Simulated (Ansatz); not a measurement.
# Dimethylacetamide (C₄H₉NO): vertical ionisation energy

The task here is to estimate one member of a computed series from the others.

Program: Ansatz 0.2.0, Gaussian basis. Level of theory: unrestricted cation, the program's frozen cores in correlated methods. These are calculated values, not measurements.

Plan: UKS PBE-D4/def2-TZVPP; UKS r2SCAN-D4/def2-TZVPP; UKS PBE0-D4/def2-TZVPP; UKS B3LYP-D4/def2-TZVPP; UKS wB97X-V/def2-TZVPP; UKS wB97M-V/def2-TZVPP; UKS B2PLYP/def2-TZVPP; UHF-CCSD(T)/def2-TZVPP; UHF-MP2/def2-QZVPP; extrapolation to the limit; then −ε(HOMO) from the neutral's earlier runs with LDA (SPW92), PBE-D4, revPBE-D4, BLYP-D4, r2SCAN-D4, B97M-V, PBE0-D4, B3LYP-D4, r2SCANh-D4, r2SCAN0-D4, HSE06-D4, BHLYP-D4, CAM-B3LYP-D4, LC-ωPBE, ωB97X-V, ωB97M-V.

1 further run of the same task is left out (it didn't finish).

## The relaxed structure

The geometry comes from an earlier relaxation with PBE0-D4 in a triple-zeta def2 set; it is a stationary point, not always the lowest conformer.

SMILES `CC(=O)N(C)C`, 15 atoms, charge 0, spin multiplicity 1.

Atoms are counted from 1 here; the program's logs count them from 0.

Bond lengths: C1–C2 1.511 Å, C1–H7 1.087 Å, C1–H8 1.092 Å, C1–H9 1.092 Å, C2–O3 1.218 Å, C2–N4 1.363 Å, N4–C5 1.441 Å, N4–C6 1.438 Å, C5–H10 1.087 Å, C5–H11 1.095 Å, C5–H12 1.095 Å, C6–H13 1.086 Å, C6–H14 1.096 Å, C6–H15 1.096 Å. Angles: C2–C1–H7 107.2°, C2–C1–H8 111.9°, C2–C1–H9 111.8°, H7–C1–H8 109.0°, H7–C1–H9 109.0°, H8–C1–H9 108.0°, C1–C2–O3 120.6°, C1–C2–N4 117.5°, O3–C2–N4 121.9°, C2–N4–C5 119.3°, C2–N4–C6 125.2°, C5–N4–C6 115.5°, N4–C5–H10 108.6°, N4–C5–H11 110.6°, N4–C5–H12 110.6°, H10–C5–H11 109.4°, H10–C5–H12 109.5°, H11–C5–H12 108.2° and more.

The first run:

in.yaml

```yaml
crystal:
  periodic: [false, false, false]
  atoms:
    - {symbol: C, position_ang: [0.034492, -0.822776, 1.839739]}
    - {symbol: C, position_ang: [0.747937, -0.605232, 0.525497]}
    - {symbol: O, position_ang: [1.854635, -1.076694, 0.335640]}
    - {symbol: N, position_ang: [0.106114, 0.133286, -0.423813]}
    - {symbol: C, position_ang: [0.748045, 0.361284, -1.693927]}
    - {symbol: C, position_ang: [-1.199409, 0.716855, -0.276218]}
    - {symbol: H, position_ang: [0.687356, -1.428722, 2.462767]}
    - {symbol: H, position_ang: [-0.915084, -1.345827, 1.705275]}
    - {symbol: H, position_ang: [-0.169888, 0.120511, 2.351553]}
    - {symbol: H, position_ang: [1.718800, -0.127848, -1.684846]}
    - {symbol: H, position_ang: [0.142091, -0.046486, -2.510293]}
    - {symbol: H, position_ang: [0.881777, 1.433997, -1.870345]}
    - {symbol: H, position_ang: [-1.612518, 0.519493, 0.708543]}
    - {symbol: H, position_ang: [-1.154027, 1.803154, -0.415480]}
    - {symbol: H, position_ang: [-1.892019, 0.314303, -1.024792]}
basis:
  gaussian: {orbitals: def2-TZVPP}
total_charge: 1
magnetization: {spin_polarized: true, initial_magnetization: 1}
hamiltonian: {xc: pbe, dispersion: d4}
```

Started as:

```
$ ansatz run in.yaml --threads 2 --pin off --events-out ev --progress --plain --max-ram 32768MiB --backend cuda --devices 0, --max-vram 18GiB
```

Steps of the session up to this table: Cation, UKS PBE-D4/def2-TZVPP; Cation, UKS r2SCAN-D4/def2-TZVPP; Cation, UKS PBE0-D4/def2-TZVPP; Cation, UKS B3LYP-D4/def2-TZVPP; Cation, UKS wB97X-V/def2-TZVPP; Cation, UKS wB97M-V/def2-TZVPP; Cation, UKS B2PLYP (frozen core)/def2-TZVPP; Cation, UHF-CCSD(T)/def2-TZVPP; Cation, UHF-MP2/def2-QZVPP.

One of the session's tables, all rows but one given; the rest of the session is left out.

It belongs to the step «Ionisation energies side by side». Orbital estimates, from the neutral's runs:

| functional | −ε(HOMO) (eV) |
| --- | --- |
| LDA (SPW92) | 5.67 |
| PBE-D4 | 5.49 |
| revPBE-D4 | 5.42 |
| BLYP-D4 | 5.39 |
| r2SCAN-D4 | 5.80 |
| B97M-V | 5.96 |
| PBE0-D4 | 6.91 |
| B3LYP-D4 | 6.71 |
| r2SCANh-D4 | 6.34 |
| r2SCAN0-D4 | 7.08 |
| HSE06-D4 | 6.50 |
| BHLYP-D4 | 8.13 |
| CAM-B3LYP-D4 | 8.27 |
| LC-ωPBE | 9.57 |
| ωB97X-V | 9.24 |
| ωB97M-V | ? |

Estimate the missing values for ωB97M-V.

The run gave: −ε(HOMO) (eV): 9.17. In the column «−ε(HOMO) (eV)» it lies between CAM-B3LYP-D4 (8.27) and ωB97X-V (9.24).
